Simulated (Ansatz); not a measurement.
# 5-layer 2H-MoS2 (2H stacking) in a perpendicular field, part 2 of 3

Aim: how the 5-layer 2H-MoS2 (2H stacking) screens a field along its normal, and what the field does to its bands. A positive field points along +c.

Ansatz 0.2.0; plane-wave DFT, PBE-D3(BJ), Ansatz PAW.

So far. Step 2 (Relaxing the slab): The lattice constant a goes from 3.180 to 3.150 Å.

### 3. Single point, field 0, start network

A sawtooth potential applies the field, turning back in the middle of the vacuum. With the dipole correction the typed value is the field outside the slab. The induced dipole is small, so the SCF threshold is tight.

The cell differs from the one that the last finished run ended in (c 87.613 → 45.334 Å).

File input.yaml:

```yaml
crystal:
  lattice:
    - [3.1503371816, 0.0, 0.0]
    - [-1.5751685908, 2.7282720298, 0.0]
    - [0.0, 0.0, 45.3340367095]
  atoms:
    - { symbol: S, position: [0.3333333333, 0.6666666667, 0.1985263315] }
    - { symbol: Mo, position: [0.0, 0.0, 0.2331128692] }
    - { symbol: S, position: [0.3333333333, 0.6666666667, 0.2676640342] }
    - { symbol: S, position: [0.0, 0.0, 0.3321062702] }
    - { symbol: Mo, position: [0.3333333333, 0.6666666667, 0.3666407078] }
    - { symbol: S, position: [0.0, 0.0, 0.401173893] }
    - { symbol: S, position: [0.3333333333, 0.6666666667, 0.4654672335] }
    - { symbol: Mo, position: [0.0, 0.0, 0.5] }
    - { symbol: S, position: [0.3333333333, 0.6666666667, 0.5345327665] }
    - { symbol: S, position: [0.0, 0.0, 0.598826107] }
    - { symbol: Mo, position: [0.3333333333, 0.6666666667, 0.6333592922] }
    - { symbol: S, position: [0.0, 0.0, 0.6678937298] }
    - { symbol: S, position: [0.3333333333, 0.6666666667, 0.7323359658] }
    - { symbol: Mo, position: [0.0, 0.0, 0.7668871308] }
    - { symbol: S, position: [0.3333333333, 0.6666666667, 0.8014736685] }
kpoints:
  mp_grid: { grid: [18, 18, 1] }
  band_path:
    path: [[0, 0, 0], [0.5, 0, 0], [0.33333333, 0.33333333, 0], [0, 0, 0]]
    npoints: 16
hamiltonian:
  xc: pbe
  dispersion: d3bj
scf:
  occupations: { method: fermi_dirac, width: 0.02585 }
  convergence: { dr2_threshold: 1.0e-10 }
efield:
  axis: 3
  dipole_correction: true
  ramp_position: 0.97
  ramp_width: 0.06
  amplitude: 0
output:
  dos: { projected: true, e_range: [-6, 5] }
  write_potential: true
  write_density: true
  volumetric_format: npy
  elf: true
```

Started as:

```sh
$ ansatz run input.yaml --threads 4 --pin off --max-ram 8192MiB --backend cpu --events-out ev --progress --plain --runs-dir out
```

Numbers of over 12 decimals in the logs are rounded to 6 here.

The program printed:

```text
[...]
Crystal: 15 atoms, lattice volume = 389.645 Å³
Basis set: ecut = 420 eV, 7555 PW (Γ)
Bands: 80, of which v1, the nominal top of the filled ones, is band 65 counted from 1 (64 counted from 0)
Symmetry: 6 space group operations
k-points: 37 of 324 (time reversal used)
[...]
SCF iter   1: F=—  HF=-33819.919459 eV  |F-HF|=—  |Δ(HF+E_count)|=         —  Δρ=4.78e-3  dr2=1.26e-1  ethr=1.77e-3  p=0.000 e·Å  D=1.24e-13 V/Å  ΔV_dip=-0.00 eV  dr2_dipole=3.28e-7  V_vac-E_F(+/−)=4.67/4.67 eV  ⟨swp⟩=8.2  Hψ=13700  notcnv=0  defer=3
efield: sawtooth ramp at fractional position 0.9700 (set: `efield.ramp_position`, or a place that a band, a saddle search or an elastic batch's reference lends), width 0.0600; the density the first Hamiltonian is built on has a dipole p = 0.000 e·Å; the dipole correction subtracts the counter field D = 1.24e-13 V/Å, which shifts the + side's vacuum level by -0.00 eV against the − side's; the planar-averaged density in the ramp window peaks in size at 3.6e-5 e/Å³
[...]
SCF iter   2: F=—  HF=-33819.933960 eV  |F-HF|=—  |Δ(HF+E_count)|=   1.45e-2  Δρ=2.69e-3  dr2=1.31e-2  ethr=9.72e-5  p=0.000 e·Å  D=4.56e-5 V/Å  ΔV_dip=-0.00 eV  dr2_dipole=2.70e-7  V_vac-E_F(+/−)=4.89/4.89 eV  ⟨swp⟩=2.7  Hψ=4670  notcnv=0  defer=228
[...]
SCF iter  14: F=-33819.945330 eV  HF=-33819.945330 eV  |F-HF|=5.09e-11  |Δ(HF+E_count)|=  7.28e-12  Δρ=4.59e-8  dr2=1.49e-11  ethr=1.00e-12  p=0.000 e·Å  D=1.15e-8 V/Å  ΔV_dip=-0.00 eV  dr2_dipole=6.61e-14  V_vac-E_F(+/−)=4.82/4.82 eV  ⟨swp⟩=2.0  Hψ=5476  notcnv=0
SCF 1 converged in 14 iterations: F = -33819.945330 eV  dr2 = 1.49e-11
[...]
NSCF: frozen V_eff on 49 k-points
efield: sawtooth ramp at fractional position 0.9700 (kept from the solve that this one continues, or follows in the run), width 0.0600; the density the first Hamiltonian is built on has a dipole p = 0.000 e·Å; the dipole correction subtracts the counter field D = 1.15e-8 V/Å, which shifts the + side's vacuum level by -0.00 eV against the − side's; the planar-averaged density in the ramp window peaks in size at 1.2e-6 e/Å³
[...]
SCF converged after 14 iterations
Free energy (F): -33819.945330 eV
[...]
Internal energy: -33819.945330 eV  (E = F + TS)
E sigma→0 (E₀):  -33819.945330 eV
Fermi energy:    6.279326 eV
Dipole field:    D = -0.000000 V/Å  (p = -0.000001 e·Å, saw-weighted, corrected)
Work function:   Φ+ = 4.8234 eV   Φ− = 4.8234 eV
Levels:          The Fermi level and band energies are counted from a zero that moves with the ramp; work functions are not
[...]
--- Band table (eV; the first three rows and the last of 37) ---
  k-point 0: bands = [... 61 lower, 5.2328, 5.5404, 5.7485, 5.8682, 7.9841, 7.9841, 7.9882, 7.9882, ... 11 higher]
  k-point 1: bands = [... 61 lower, 5.2231, 5.4942, 5.6734, 5.7735, 7.9335, 7.9374, 7.9443, 7.9534, ... 11 higher]
  k-point 2: bands = [... 61 lower, 5.1380, 5.3234, 5.4350, 5.4914, 7.7815, 7.7948, 7.8089, 7.8096, ... 11 higher]
  k-point 36: bands = [... 61 lower, 5.1106, 5.1612, 5.2121, 5.2482, 6.9587, 6.9588, 6.9597, 6.9702, ... 11 higher]
```

Elapsed: 86 s, on 4 threads of Arm Neoverse V1, shared host; peak memory 1.8 GiB.

Reading the cycles: dr2 is the Hartree energy of the density residual (eV), the measure of convergence; HF is the Harris–Foulkes estimate of the energy, which meets the free energy F at convergence.

This step gave:

```yaml
dipole_along_the_normal: -5.09e-7 e·Å
gap_along_the_path: 0.8736 eV
smallest_direct_gap_along_the_path: 1.710 eV
ionisation_energy_upper_face: 5.235 eV
electron_affinity_upper_face: 4.361 eV
gap_the_smaller_of_path_and_mesh: 0.8736 eV
```

The electron's electrostatic potential energy less the Fermi level oscillates, so the rows of the table below give means over windows of 6.09 Å about each position, cut where the curve ends. Its maxima inside the range that stand out by 2 % of the span (Å: eV): 13.6: -1.12, 19.7: -1.16, 25.6: -1.16, 31.7: -1.12. Its minima: 11.1: -12.1, 17.1: -12.1, 23.2: -12.1, 28.2: -12.1, 34.3: -12.1.

Running mean over a fixed 2.7 Å (it still follows the layers) of the planar mean; the ramp of the sawtooth is left out. Electron's electrostatic potential energy less the Fermi level against z; means over each step:

z (Å), electron's electrostatic potential energy less the Fermi level (eV) and a bar from the least value:
```
     6.73        1.2 ##############################
    12.82       -6.8 
    18.91       -6.9 
    25.00       -6.9 
    31.09       -6.8 
    37.18       -2.7 ###############
```

The density of states has structure finer than the step of the table below, so its rows give means over 0.25 eV, whole bins alone (the curve runs from -6 to 1.55 eV). Peaks (eV: height): -5.010: 23.2, -4.920: 19.3, -4.730: 19.1, -4.290: 28.0, -3.020: 23.0, -1.890: 26.8, 1.250: 31.9.

The density of states by energy, zero at the Fermi level of the run, which the smearing sets inside the gap; means over each step:

energy (eV), density of states (states/eV a cell) and a bar:
```
    -5.75        5.6 ########
    -5.50        5.5 ########
    -5.25       10.7 ################
    -5.00       16.3 ########################
    -4.75       14.0 ####################
    -4.50       10.5 ###############
    -4.25       20.3 ##############################
    -4.00       12.1 ##################
    -3.75        8.0 ############
    -3.50        9.0 #############
    -3.25       11.8 #################
    -3.00       20.2 #############################
    -2.75       13.4 ####################
    -2.50       12.6 ##################
    -2.25        9.7 ##############
    -2.00       12.2 ##################
    -1.75       15.8 #######################
    -1.50        9.9 ##############
    -1.25        4.5 #######
    -1.00        1.4 ##
    -0.75        0.7 #
    -0.50        0.3 
    -0.25        0.0 
     0.00        0.0 
     0.25        0.0 
     0.50        1.0 #
     0.75        6.5 #########
     1.00       12.2 ##################
     1.25       20.6 ##############################
```

Projected DOS per atom over height of the atomic layer and energy from the Fermi level. Layers: S Mo S S Mo S S Mo S S Mo S S Mo S from below.

Values in states/eV, 22 rows by 15 columns, each cell a mean:
```
0.91 2.81 0.64 0.71 2.62 0.68 0.70 2.66 0.70 0.68 2.62 0.71 0.64 2.81 0.91
0.48 1.98 0.47 0.36 1.78 0.38 0.39 1.81 0.39 0.38 1.78 0.36 0.47 1.98 0.48
0.12 0.51 0.16 0.19 0.71 0.19 0.17 0.67 0.17 0.19 0.71 0.19 0.16 0.51 0.12
0.00 0.01 0.00 0.01 0.03 0.01 0.01 0.04 0.01 0.01 0.03 0.01 0.00 0.01 0.00
0.00 0.00 0.00 0.00 0.00 0.00 0.00 0.00 0.00 0.00 0.00 0.00 0.00 0.00 0.00
0.00 0.00 0.00 0.00 0.01 0.00 0.00 0.01 0.00 0.00 0.01 0.00 0.00 0.00 0.00
0.00 0.04 0.04 0.04 0.08 0.03 0.03 0.07 0.03 0.03 0.08 0.04 0.04 0.04 0.00
0.03 0.21 0.09 0.07 0.19 0.09 0.09 0.20 0.09 0.09 0.19 0.07 0.09 0.21 0.03
0.17 0.91 0.23 0.20 0.86 0.22 0.22 0.86 0.22 0.22 0.86 0.20 0.23 0.91 0.17
0.60 1.83 0.48 0.58 1.76 0.51 0.55 1.72 0.55 0.51 1.76 0.58 0.48 1.83 0.60
0.67 0.95 0.59 0.50 1.01 0.54 0.50 1.05 0.50 0.54 1.01 0.50 0.59 0.95 0.67
0.98 0.38 0.99 0.99 0.42 0.98 1.00 0.42 1.00 0.98 0.42 0.99 0.99 0.38 0.98
1.09 0.66 1.03 1.03 0.64 1.02 1.01 0.64 1.01 1.02 0.64 1.03 1.03 0.66 1.09
1.23 1.10 1.24 1.24 1.15 1.24 1.26 1.15 1.26 1.24 1.15 1.24 1.24 1.10 1.23
0.49 0.74 0.52 0.51 0.74 0.51 0.52 0.74 0.52 0.51 0.74 0.51 0.52 0.74 0.49
0.49 0.66 0.51 0.54 0.70 0.53 0.52 0.70 0.52 0.53 0.70 0.54 0.51 0.66 0.49
1.09 1.34 1.13 1.05 1.26 1.03 1.07 1.29 1.07 1.03 1.26 1.05 1.13 1.34 1.09
0.82 0.78 0.68 0.73 0.84 0.78 0.73 0.82 0.73 0.78 0.84 0.73 0.68 0.78 0.82
1.15 0.99 0.98 0.97 0.95 0.93 0.91 0.91 0.91 0.93 0.95 0.97 0.98 0.99 1.15
0.89 0.83 0.93 0.89 0.76 0.90 0.93 0.80 0.93 0.90 0.76 0.89 0.93 0.83 0.89
0.36 0.31 0.36 0.46 0.39 0.45 0.46 0.39 0.46 0.45 0.39 0.46 0.36 0.31 0.36
0.51 0.42 0.46 0.51 0.45 0.48 0.50 0.47 0.50 0.48 0.45 0.51 0.46 0.42 0.51
```
Columns: height of the atomic layer (Å) from 9 to 36.3 (not evenly spaced); rows upwards: energy from the Fermi level (eV) from -5.96 to 1.51.

Electronic bands along the path, in eV, zero at the Fermi level of the run, which the smearing sets inside the gap:

```csv
point,band 62,band 63,band 64,band 65,band 66,band 67,band 68,band 69
Γ,-1.05,-0.74,-0.53,-0.41,1.70,1.70,1.71,1.71
halfway,-1.87,-1.83,-1.82,-1.82,0.82,0.94,1.13,1.18
M,-1.81,-1.77,-1.73,-1.72,1.23,1.24,1.26,1.27
halfway,-1.47,-1.41,-1.36,-1.33,1.07,1.10,1.14,1.17
K,-1.17,-1.12,-1.07,-1.03,0.68,0.68,0.68,0.69
halfway,-1.92,-1.91,-1.90,-1.90,0.47,0.61,0.80,1.00
Γ,-1.05,-0.74,-0.53,-0.41,1.70,1.70,1.71,1.71
```

Valence density in the ca plane at fractional y = 0.667, with atoms of S and Mo within 0.2 Å of it. It is the smooth field of the valence electrons, not physical close to the nuclei.

Ten steps, logarithmic in the rise over the least value, from '0' (0.0 e/Å³) to '9' (6.4 e/Å³), each cell a mean:
```
00000000000000000112333455433221112444433334
00000000000000000012333455433221112444433334
00000000000000000134444444444432112344445544
00000000000000001345665433456653211233468875
00000000000000002466465433565564211123589996
00000000000000002465455433564564211123589996
00000000000000001356665433566654211233478875
00000000000000000234544444445432112344445544
```
Columns run along c (16.0 Å, from fractional 0.04 to 0.39 of the cell), rows up along a (3.2 Å). Atoms in or near the plane, at fractional coordinates: S at (0.20, 0.33), S at (0.27, 0.33), Mo at (0.37, 0.33).

Electrostatic potential energy in the ca plane at fractional y = 0.667, with atoms of S and Mo within 0.2 Å of it. With pseudopotentials it is smooth inside the atoms' cores, unlike the true potential.

Ten even steps from '0' (-39 eV) to '9' (11 eV), each cell a mean:
```
99999999999999999999988655789999999877888888
99999999999999999999988645789999999877888888
99999999999999999998788767887889999988876678
99999999999999999973247888752368999998730026
99999999999999999841215888622227999998500004
99999999999999999841214888612227999998500004
99999999999999999962136888742258999998720016
99999999999999999997778777887789999988875568
```
Columns run along c (16.0 Å, from fractional 0.04 to 0.39 of the cell; values clipped at the 3rd and 97th percentile), rows up along a (3.2 Å). Atoms in or near the plane, at fractional coordinates: S at (0.20, 0.33), S at (0.27, 0.33), Mo at (0.37, 0.33).

ELF in the ca plane at fractional y = 0.667, with atoms of S and Mo within 0.2 Å of it. It is the smooth field of the valence electrons, not physical close to the nuclei.

Ten even steps from '0' (0.00) to '9' (0.93), each cell a mean:
```
00000000000000000112331243123320026787642236
00000000000000000012221243122210026888742236
00000000000000013567774222367764014677522224
00000000000000247998887412688898301244246752
00000000000001368996157523762399610012376674
00000000000001369995147523761399610012376574
00000000000000257998787413687899401233247752
00000000000000013678875222478875103566423323
```
Columns run along c (16.0 Å, from fractional 0.04 to 0.39 of the cell), rows up along a (3.2 Å). Atoms in or near the plane, at fractional coordinates: S at (0.20, 0.33), S at (0.27, 0.33), Mo at (0.37, 0.33).

The gap is 0.87 eV, with the valence edge 5.23 eV and the conduction edge 4.36 eV under the upper vacuum level.

### 4. Atoms held, field 0.1 V/Å

Changes to input.yaml since step 3:

```diff
@@ -37,5 +37,4 @@
   ramp_width: 0.06
-  amplitude: 0
+  amplitude: 0.1
 output:
-  dos: { projected: true, e_range: [-6, 5] }
   write_potential: true
@@ -43,2 +42 @@
   volumetric_format: npy
-  elf: true
```

The program printed:

```text
[...]
Crystal: 15 atoms, lattice volume = 389.645 Å³
Basis set: ecut = 420 eV, 7555 PW (Γ)
Bands: 80, of which v1, the nominal top of the filled ones, is band 65 counted from 1 (64 counted from 0)
Symmetry: 6 space group operations
k-points: 37 of 324 (time reversal used)
[...]
k-point 0: bands = [... 61 lower, 5.2237, 5.5306, 5.7403, 5.9119, 7.8440, 7.8440, 7.9097, 7.9097, ... 11 higher]
  k-point 1: bands = [... 61 lower, 5.2107, 5.4821, 5.6647, 5.8230, 7.7812, 7.8544, 7.9178, 7.9373, ... 11 higher]
  k-point 2: bands = [... 61 lower, 5.1161, 5.3018, 5.4282, 5.5601, 7.6347, 7.6716, 7.7502, 7.8283, ... 11 higher]
  k-point 36: bands = [... 61 lower, 5.0686, 5.1540, 5.2446, 5.3649, 6.7999, 6.8743, 6.9586, 7.0436, ... 11 higher]
[key lines of the parts left out:]
SCF converged after 16 iterations
Free energy (F): -33819.951485 eV
Fermi energy:    6.276895 eV
Dipole field:    D = 0.057168 V/Å  (p = 0.123101 e·Å, saw-weighted, corrected)
```

Wall time 88 s (4 threads); peak memory 1.8 GiB; 5.8 min of CPU time.

The dipole is 0.123 e·Å, and the gap 0.782 eV.

### 5. Atoms held, field -0.1 V/Å

Changes to input.yaml since step 4:

```diff
@@ -37,3 +37,3 @@
   ramp_width: 0.06
-  amplitude: 0.1
+  amplitude: -0.1
 output:
```

The program printed:

```text
[...]
Crystal: 15 atoms, lattice volume = 389.645 Å³
Basis set: ecut = 420 eV, 7555 PW (Γ)
Bands: 80, of which v1, the nominal top of the filled ones, is band 65 counted from 1 (64 counted from 0)
Symmetry: 6 space group operations
k-points: 37 of 324 (time reversal used)
[...]
k-point 0: bands = [... 61 lower, 5.2237, 5.5306, 5.7403, 5.9119, 7.8440, 7.8440, 7.9097, 7.9097, ... 11 higher]
  k-point 1: bands = [... 61 lower, 5.2107, 5.4821, 5.6647, 5.8230, 7.7812, 7.8544, 7.9178, 7.9373, ... 11 higher]
  k-point 2: bands = [... 61 lower, 5.1161, 5.3018, 5.4282, 5.5601, 7.6347, 7.6716, 7.7502, 7.8283, ... 11 higher]
  k-point 36: bands = [... 61 lower, 5.0686, 5.1540, 5.2446, 5.3649, 6.7999, 6.8743, 6.9586, 7.0436, ... 11 higher]
[key lines of the parts left out:]
SCF converged after 16 iterations
Free energy (F): -33819.951485 eV
Fermi energy:    6.276894 eV
Dipole field:    D = -0.057168 V/Å  (p = -0.123100 e·Å, saw-weighted, corrected)
```

Wall time 88 s (4 threads); peak memory 1.8 GiB; 5.8 min of CPU time.

The dipole is -0.123 e·Å, and the gap 0.782 eV.

(Part 2 of 3 ends here.)

[Logs are printed without paths, hosts, clocks, repeated set-up lines and the standing remarks that a program may print on its own settings, such as how far it seeks lower states.]

[Hosts, paths, dates, database ids (printed as entryN), source tags and the programs' standing remarks are cut or masked in the printed files.]

[Maps of the electrostatic potential energy from Ansatz leave out the sawtooth potential of an applied field or a dipole correction, so their vacuum need not be flat; planar profiles and work functions include it.]

[The density of states shown here was stored with 400 of the rows of the run's finer table, so its peaks can read low, often by over a quarter, or be missed, and its means over a window can be off by a tenth or more.]
